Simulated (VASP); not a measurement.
Output of a VASP run:

### OSZICAR
```
       N       E                     dE             d eps       ncg     rms          rms(c)
DAV:   1     0.165016046077E+03    0.16502E+03   -0.13202E+04   640   0.139E+03
DAV:   2    -0.122229837586E+02   -0.17724E+03   -0.17543E+03   840   0.290E+02
DAV:   3    -0.188037423939E+02   -0.65808E+01   -0.65732E+01   864   0.671E+01
DAV:   4    -0.189060016124E+02   -0.10226E+00   -0.10225E+00   824   0.687E+00
DAV:   5    -0.189082783004E+02   -0.22767E-02   -0.22767E-02   872   0.792E-01    0.851E+00
DAV:   6    -0.171002280639E+02    0.18081E+01   -0.10022E+01   640   0.249E+01    0.424E+00
DAV:   7    -0.170969653472E+02    0.32627E-02   -0.36856E-01   840   0.554E+00    0.214E+00
DAV:   8    -0.171149092445E+02   -0.17944E-01   -0.58822E-02   720   0.296E+00    0.287E-01
DAV:   9    -0.171234179851E+02   -0.85087E-02   -0.16039E-02   792   0.909E-01    0.150E-01
DAV:  10    -0.171260035117E+02   -0.25855E-02   -0.40927E-03   664   0.468E-01    0.454E-02
DAV:  11    -0.171259896375E+02    0.13874E-04   -0.48063E-04   872   0.171E-01    0.229E-02
DAV:  12    -0.171260060239E+02   -0.16386E-04   -0.91790E-05   640   0.715E-02    0.258E-03
DAV:  13    -0.171260065439E+02   -0.52002E-06   -0.18789E-06   896   0.104E-02    0.247E-03
DAV:  14    -0.171260069261E+02   -0.38214E-06   -0.10765E-07   592   0.276E-03    0.740E-04
DAV:  15    -0.171260069862E+02   -0.60129E-07   -0.12044E-07   512   0.262E-03
   1 F= -.17379566E+02 E0= -.17379566E+02  d E =0.000000E+00
```

**OUTCAR**
```
------------------------ aborting loop because EDIFF is reached ----------------------------------------
 Edisp (eV)   -0.25356
  FORCE on cell =-STRESS in cart. coord.  units (eV):
  Direction    XX          YY          ZZ          XY          YZ          ZX
  --------------------------------------------------------------------------------------
  Total      -0.03699    -0.03699    -0.03699     0.00000     0.00000     0.00000
  in kB      -0.96917    -0.96917    -0.96917     0.00000     0.00000     0.00000
  external pressure =       -0.97 kB  Pullay stress =        0.00 kB
  volume of cell :       61.15
      direct lattice vectors                 reciprocal lattice vectors
     0.000000000  3.127025407  3.127025407    -0.159896366  0.159896366  0.159896366
     3.127025407  0.000000000  3.127025407     0.159896366 -0.159896366  0.159896366
     3.127025407  3.127025407  0.000000000     0.159896366  0.159896366 -0.159896366
 POSITION                                       TOTAL-FORCE (eV/Angst)
 -----------------------------------------------------------------------------------
      0.00000      0.00000      0.00000        -0.000000     -0.000000      0.000000
      1.56351      1.56351      1.56351         0.000000      0.000000      0.000000
      4.69054      4.69054      4.69054        -0.000000     -0.000000     -0.000000
 -----------------------------------------------------------------------------------
    total drift:                                0.000000      0.000000      0.000000
  FREE ENERGIE OF THE ION-ELECTRON SYSTEM (eV)
  ---------------------------------------------------
  free  energy   TOTEN  =       -17.3795662163 eV

  energy  without entropy=      -17.3795662163  energy(sigma->0) =      -17.37956622

 total charge

# of ion       s       p       d       tot
------------------------------------------
    1        1.997   5.647   0.218   7.863
    2        1.734   4.358   0.000   6.092
    3        1.734   4.358   0.000   6.092
--------------------------------------------------
tot          5.465  14.362   0.218  20.046

 Electric field gradients after diagonalization (V/A^2)
 (convention: |V_zz| > |V_xx| > |V_yy|)
----------------------------------------------------------------------
 ion       V_xx      V_yy      V_zz     asymmetry (V_yy - V_xx)/ V_zz
----------------------------------------------------------------------
   1      -0.000    -0.000     0.000       0.000
   2       0.005     0.005    -0.009       0.000
   3       0.005     0.005    -0.009       0.000
```
(Selected blocks of OUTCAR.)

### POSCAR
```
BaF2
1
    0.0000000000     3.1270254066     3.1270254066
    3.1270254066     0.0000000000     3.1270254066
    3.1270254066     3.1270254066     0.0000000000
Ba F
1 2
Direct
  0.0000000000   0.0000000000   0.0000000000
  0.2500000000   0.2500000000   0.2500000000
  0.7500000000   0.7500000000   0.7500000000
```

**Question.** Reconstruct the remaining input files.

**Answer.** This is not unique; one that fits is the input of the run itself, PBE GGA with D3 dispersion (zero damping), plane waves, VASP's PBE PAW potentials (set 64).

KPOINTS:
```
Regular mesh
0
gamma
7 7 7
0 0 0
```

### INCAR
```
SYSTEM = BaF2
PREC = Accurate
ENCUT = 520
EDIFF = 1E-7
NELM = 100
ALGO = Normal
LREAL = .FALSE.
LASPH = .TRUE.
ISMEAR = -5
GGA = PE
IVDW = 11
LMAXMIX = 4
LWAVE = .FALSE.
LCHARG = .TRUE.
LORBIT = 11
NEDOS = 601
ISIF = 2
LEFG = .TRUE.
```

POTCAR, in this order: Ba_sv F (PBE.64 set). Program: vasp_std.

The compound is BaF2 in the fluorite structure. It was relaxed first.
